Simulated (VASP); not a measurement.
# CdS: self-consistent run, by functional and exact exchange

CdS, P3m1 (no. 156), 2 atoms in the cell.

| Functional | Exact exchange | Pressure (GPa) | Gap on the mesh (eV) | Time (s) |
|---|---|---|---|---|
| B1WC | 0.16 | -1.48 | 2.538 | 122 |
| B97 | 0.1943 | 0.09 | 2.834 | 164 |
| B3PW91 | 0.2 | -0.45 | 2.889 | 167 |
| B3P86 | 0.2 | -0.56 | 2.796 | 140 |
| B97-1 | 0.21 | -0.06 | 2.895 | 184 |
| CAP0 | 0.25 | -0.81 | 3.336 | 263 |
| PBEmol0 | 0.25 | -0.32 | 3.238 | 182 |
| BHandHLYP | 0.5 | -0.13 | 4.859 | 100 |

Limits: the k mesh is coarse, so the gap and the pressure can be far off.

## Input of the first row

INCAR.step1:
```
SYSTEM = CdS
ALGO = Normal
EDIFF = 1E-5
ENCUT = 450
GGA = PE
ISIF = 2
ISMEAR = 0
LASPH = .True.
LCHARG = .False.
LREAL = .False.
LWAVE = .True.
NELM = 100
PREC = Accurate
SIGMA = 0.02
```

INCAR.step2:
```
SYSTEM = CdS
AEXX = 0.16
ALGO = Normal
EDIFF = 1E-6
ENCUT = 450
GGA = LIBXC
ISIF = 2
ISMEAR = 0
ISTART = 1
LASPH = .True.
LCHARG = .False.
LHFCALC = .True.
LIBXC1 = HYB_GGA_XC_B1WC
LREAL = .False.
LWAVE = .False.
NELM = 100
PREC = Accurate
PRECFOCK = Fast
SIGMA = 0.02
```

KPOINTS:
```
k-points
0
Gamma
  4 4 4
```

POSCAR:
```
CdS
1.0
    4.2611695877      0.0000000000      0.0000000000
   -2.1305847939      3.6902811128      0.0000000000
    0.0000000000      0.0000000000      5.8041729400
Cd S
1 1
Direct
    0.0000000000      0.0000000000      0.4426919200
    0.6666666667      0.3333333333      0.4343080800
```

Commands (each step's output is kept before the next begins):
```
cat potpaw_PBE.64/Cd/POTCAR potpaw_PBE.64/S/POTCAR > POTCAR
cp INCAR.step1 INCAR
mpirun -np 1 vasp_std > vasp.out
cp INCAR.step2 INCAR
mpirun -np 1 vasp_std > vasp.out
```

Changes of the last row against the first:
```
(step 2)
- AEXX = 0.16
- LIBXC1 = HYB_GGA_XC_B1WC
+ AEXX = 0.5
+ LIBXC1 = HYB_GGA_XC_BHANDHLYP
```

VASP 6.6.1 took 122 s on 1 core (Intel Xeon 6975P-C (Granite Rapids)), a shared host.
